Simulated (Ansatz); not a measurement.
Stiffness of Pb from strained cells

```xyz
1
Lattice="-1.9797 1.9797 1.9797 1.9797 -1.9797 1.9797 1.9797 1.9797 -1.9797" Properties=species:S:1:pos:R:3 pbc="T T T"
Pb    0.0000    0.0000    0.0000
```

Conventional cell: a = 3.959 Å, b = 3.959 Å, c = 3.959 Å, α = 90.00°, β = 90.00°, γ = 90.00°. Pb (atom 1) has 8 Pb at 3.43 Å as nearest neighbours.

The cell is the one relaxed in the Materials Project (mp-22692), not relaxed further here; entries there can be hypothetical.

No spin–orbit coupling, which matters for the heavy atoms here.

Level of theory: DFT, PBEsol, all-electron LAPW, scalar-relativistic in Ansatz 0.2.0.

Sampling and basis: a Γ-centred 13×13×13 k mesh, Fermi–Dirac smearing of 0.08 eV, basis error target 0.25 meV/atom, no spin polarisation.

The unstrained cell is at -1.59 GPa. Large strains and very small stresses are left out. Each strain is applied once, with fractional coordinates held (clamped ions), and σ below is the change of stress, positive in tension. One finite strain gives stress–strain coefficients at this pressure with an error of the order of the strain times third-order constants, a few per cent for each per cent of strain. In a metal the k mesh adds noise of tens of per cent to soft shears.

Task: Estimate the stiffness probed by this change, and the stress that it gives: x and y strained by +1.5 %, z held.

Result: σxx = 0.95 GPa, σzz = 1.31 GPa and εxx = εyy = 0.0150, so C12 = σzz/(2εxx) = 44 GPa and C11 + C12 = σxx/εxx = 64 GPa.

Task: What do those two numbers (x and y strained by +1.5 %, z held) give for C11, and is the cell stable to tetragonal shear?

Result: C11 = 64 − 44 = 20 GPa and C11 − C12 = -24 GPa: negative, so the cell is unstable to it.
